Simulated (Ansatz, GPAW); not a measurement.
This is a calculation of Si for GPAW 26.7.0 (ASE script). 

File run.py:

```python
from ase.dft.bandgap import bandgap
from ase.io import read, write
from ase.units import Bohr, GPa
from gpaw import GPAW, PW
from gpaw.elf import elf_from_dft_calculation

atoms = read('POSCAR')

calc = GPAW(mode=PW(600),
            xc='PBE',
            kpts={'size': (8, 8, 8), 'gamma': True},
            occupations={'name': 'methfessel-paxton', 'order': 0, 'width': 0.012},
            nbands=11,
            convergence={'density': 1e-05, 'energy': 1e-05},
            maxiter=150,
            txt='gpaw.txt')
atoms.calc = calc
energy = atoms.get_potential_energy()
forces = atoms.get_forces()
stress = atoms.get_stress()
calc.write('gs.gpw')
write('result.traj', atoms)
print(f'Energy: {energy:.6f} eV')
print('Forces (eV/A):')
print(forces.round(4))
print('Stress (GPa):', (stress / GPa).round(3))
print('Fermi level:', round(calc.get_fermi_level(), 4), 'eV')
print(f'Gap: {bandgap(calc)[0]:.4f} eV, direct: {bandgap(calc, direct=True)[0]:.4f} eV')

# fields on the real-space grid
write('density.cube', atoms, data=calc.get_pseudo_density() * Bohr**3)
write('potential.cube', atoms, data=calc.get_electrostatic_potential())
write('elf.cube', atoms, data=elf_from_dft_calculation(calc).data)
```

Contents of POSCAR:

```
Si
1.0
    0.0000000000      2.7218511865      2.7218511865
    2.7218511865      0.0000000000      2.7218511865
    2.7218511865      2.7218511865      0.0000000000
Si
2
Direct
    0.5000000000      0.5000000000      0.5000000000
    0.7500000000      0.7500000000      0.7500000000
```

Potentials or basis: GPAW PAW data sets (gpaw-data 1.2.1), pw.

Command:

```console
$ OMP_NUM_THREADS=1 python run.py
```

Set up the same calculation for Ansatz 0.2.0. Potentials or basis there: Ansatz PAW, cutoff 420 eV.

As run (cutoffs and basis follow the program's own potentials, and thresholds, step limits or extra output files can differ):

input.yaml

```yaml
crystal:
  lattice:
    - [0.0, 2.7218511865, 2.7218511865]
    - [2.7218511865, 0.0, 2.7218511865]
    - [2.7218511865, 2.7218511865, 0.0]
  atoms:
    - { symbol: Si, position: [0.5, 0.5, 0.5] }
    - { symbol: Si, position: [0.75, 0.75, 0.75] }
hamiltonian:
  xc: pbe
  pseudopotentials: { kind: paw }
kpoints:
  mp_grid: { grid: [8, 8, 8] }
scf:
  occupations: { method: gaussian, width: 0.012 }
output:
  forces: true
  stress: true
  eigenvalues: true
```

Potentials or basis: Ansatz PAW.

The run is started by

```sh
$ ansatz run input.yaml --threads 2 --pin off --max-ram 5632MiB --backend cpu --events-out ev --progress --plain --runs-dir out
```

Both were run:

|  | GPAW | Ansatz |
| --- | --- | --- |
| Pressure | 1.6 GPa | 1.3 GPa |

Ansatz's pressure holds a Pulay term of +0.02 GPa for its cutoff of 420 eV, which the other run lacks.

Where Ansatz's input types no cutoff or centring, it takes its own default and a Γ-centred mesh.

Pressure is positive in compression.
